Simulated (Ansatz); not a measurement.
Below is a relaxed structure of Si. The cell was found from a structure generator's guess, not taken from experiment.

These are results of DFT PBE, scalar-relativistic, plane waves, PAW (Ansatz), not measurements. Cutoff 420 eV, Γ-centred mesh, Gaussian smearing, no spin polarisation.

```
CELL_PARAMETERS angstrom
3.90523 0.00000 0.00000
-1.95261 3.38203 0.00000
0.00000 0.00000 4.11693
ATOMIC_POSITIONS crystal
Si 0.00000 0.50000 0.66667
Si 0.50000 0.50000 0.33333
Si 0.50000 0.00000 0.00000
```

Energies count from the standard state of Si at the same level.

Task: Find its symmetry and describe it.

Result: P6_222 (No. 180). Conventional cell: a = 3.905 Å, c = 4.117 Å. Si has 4 Si at 2.39 Å.

Task: How far does it lie from the standard state of Si?

Result: +0.20 eV/atom. It lies above the standard state, so it could only be metastable.

Task: Is it a metal?

Result: There is no gap on the 12×12×12 mesh, but valence and conduction bands overlap by only 0.19 eV, so at this level it is a semimetal.

The last run used a 12×12×12 mesh for its 3-atom cell and Gaussian smearing of 0.10 eV. The zero gap may come from the functional, which often closes small gaps. This cell was reached by moving the atoms of another relaxed cell at random and relaxing again, last within the group found; it had no such test of its own. Another cell of Si relaxed alike, in P6_3/mmc, lies 200 meV/atom lower, so this cell isn't the stable form at this level.
